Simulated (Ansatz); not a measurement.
# CuO (Tenorite) under changes of volume

One of the cells (10.163 Å³/atom); the others are scaled copies at fixed shape and fractional positions:

```xyz
4
Lattice="2.3447 -1.7134 0.0000 2.3447 1.7134 0.0000 -0.8606 0.0000 5.0594" Properties=species:S:1:pos:R:3 pbc="T T T"
Cu    0.7420   -0.8457    2.5297
Cu    1.1723    0.8457    0.0000
O     1.6421    0.2841    3.8133
O     2.0724   -0.2841    1.2836
```

```yaml
Program: Ansatz 0.2.0
Functional: r2SCAN
Potentials_or_basis: Ansatz PAW
Cutoff: "500 eV (not typed: the program's choice for these potentials)"
k_mesh: 10 × 10 × 5
Occupations: fermi-dirac, width 0.05 eV
Spin: no spin polarisation
```

| volume (Å³/atom) | energy over the lowest point (meV/atom) | pressure (GPa) | largest force (eV/Å) |
| --- | --- | --- | --- |
| 9.553 | ? | ? | ? |
| 9.756 | 6.47 | 6.8 | 0.864 |
| 9.959 | 0.67 | 2.5 | 0.797 |
| 10.163 | 0.00 | -1.3 | 0.735 |
| 10.366 | 3.90 | -4.7 | 0.721 |
| 10.569 | 11.87 | -7.8 | 0.715 |
| 10.772 | 23.50 | -10.5 | 0.715 |

**Question.** What does the run at 9.553 Å³/atom give?

**Answer.** Energy over the lowest point 17.99 meV/atom; pressure 11.5 GPa; largest force 0.935 eV/Å.

Worked out: A Birch-Murnaghan fit of order 3 (a polynomial in V^(-2/3)) to the other rows has its minimum at 10.09 Å³/atom with B0 = V·E''(V) = 186 GPa and B' = 4.6 at fixed shape and positions, which overstates the stiffness. It gives 17.98 meV/atom at 9.553 Å³/atom, against the run's 17.99, and -dE/dV = 11.5 GPa, against 11.5.

Energies are extrapolated to zero smearing.

Caveats: the run has no spin polarisation, though such a crystal can be magnetic; the PAW data sets come from PBE, with cores solved anew for the run's functional, which leaves a small shift of forces and pressure.
